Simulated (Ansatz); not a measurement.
BN:

```
N B
1.0
     1.25112    0.72234    3.37293
    -1.25112    0.72234    3.37293
     0.00000   -1.44467    3.37293
N B
1 1
Direct
  0.66724 0.66724 0.66724
  0.00033 0.00033 0.00033
```

The cell is a database's computed one.

```yaml
Program: Ansatz 0.2.0
Task: relaxation of cell and atoms
Functional: revPBE
Dispersion: D3(BJ)
Potentials_or_basis: Ansatz PAW
Cutoff: "420 eV (not typed: the program's choice for these potentials)"
k_mesh: 12 × 12 × 12
Occupations: fermi-dirac, width 0.05 eV
Spin: no spin polarisation
```

At the start: volume 9.14 Å³/atom.

Q: Where does the relaxation end?

A: It ends after 11 steps and the volume is 8.51 Å³/atom (-6.9 %); space group R3m (No. 160, to 0.05 Å).

The path:
| step | energy change (eV) | largest force (eV/Å) | volume (Å³) |
| --- | --- | --- | --- |
| 1 | 0.0000 | 0.0043 | 18.29 |
| 2 | -0.0104 | 0.0165 | 17.67 |
| 3 | -0.0144 | 0.0027 | 17.06 |
| 4 | -0.0139 | 0.0032 | 17.24 |
| 5 | -0.0140 | 0.0001 | 17.22 |
| 6 | -0.0118 | 0.0002 | 17.22 |
| 7 | -0.0127 | 0.0035 | 17.02 |
| 8 | -0.0127 | 0.0003 | 17.04 |
| 9 | -0.0121 | 0.0004 | 17.04 |
| 10 | -0.0121 | 0.0000 | 17.02 |
| 11 | -0.0121 | 0.0000 | 17.02 |

Final structure:
```
CELL_PARAMETERS angstrom
1.25398 0.72399 3.12504
-1.25398 0.72399 3.12504
0.00000 -1.44797 3.12504
ATOMIC_POSITIONS crystal
N 0.66740 0.66740 0.66740
B 0.00017 0.00017 0.00017
```

Caveat: the plane-wave basis is chosen anew once the cell has moved, so the energies of steps on either side of that aren't comparable; the pressure holds a Pulay correction of +0.6 GPa for the finite cutoff; the PAW data sets come from PBE, with cores solved anew for the run's functional, which leaves a small shift of forces and pressure.
